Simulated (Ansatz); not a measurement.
Two G0W0 runs on BiOBr (P4/nmm).

The database entry behind the starting cell differs from later determinations by our own check (0.1 to 0.3 % short, probably kX units), so it need not match the best structure at ambient conditions.

Symmetry: P4/nmm, No. 129, tetragonal system. The conventional cell has a = 3.916 Å, b = 3.916 Å, c = 8.077 Å, α = 90.00°, β = 90.00°, γ = 90.00°. Nearest to Bi lie 4 O at 2.32 Å and 4 Br at 3.18 Å. Nearest to Br lie 4 Bi at 3.18 Å. Nearest to O lie 4 Bi at 2.32 Å. Farther neighbours and most contacts between anions are not listed.

```
Bi Br O
1.0
     3.91600    0.00000    0.00000
     0.00000    3.91600    0.00000
     0.00000    0.00000    8.07700
Bi Br O
2 2 2
Direct
  0.00000 0.50000 0.15400
  0.50000 0.00000 0.84600
  0.00000 0.50000 0.65300
  0.50000 0.00000 0.34700
  0.00000 0.00000 0.00000
  0.50000 0.50000 0.00000
```

The cell and positions come from the Crystallography Open Database and are kept as given unless a step says otherwise. Spin-orbit coupling is left out unless a run names it. PAW set soft_2, made with PBE.

The first (Ansatz 0.2.0; start LDA, 4×4×2 mesh, 1111 empty bands, screening to 250 eV; 1 × NVIDIA H100 80GB HBM3 (shared by 3 runs) with 3 threads of AMD EPYC 7R13 (Zen 3), shared host) gave, on its mesh: starting gap 2.16 eV, G0W0 gap 3.29 eV, RPA ε∞ (mean) 6.87, 57 s.

The second gave: starting gap 2.16 eV, G0W0 gap 3.20 eV, RPA ε∞ (mean) 6.89, 15 s.

What was changed in the input? Choose among start, files, mesh, bands and cutoff, frequency model or another key.

Changed: empty bands from 1111 to 516 and screening cutoff (eV) from 250.0 to 150. The starting gap stayed, which rules out the functional and points to the GW step. Other changes could give like numbers; this is the one that was made.

Limits: not at the basis limit; no spin-orbit coupling; coarse k mesh.

[Paths, hosts, dates, memory and timing lines, banners, echoed tables and standing remarks are left out of the program output.]

[Logs are printed without paths, hosts, clocks, repeated set-up lines and the standing remarks that a program may print on its own settings, such as how far it seeks lower states.]

[Runs of the session that timed out or met a known fault of the program may be left out.]

[Cells called generated may have been cut or substituted from an entry of the Crystallography Open Database or the Materials Project.]

[Hosts, paths, dates, database ids (printed as entryN), source tags and the programs' standing remarks are cut or masked in the printed files.]
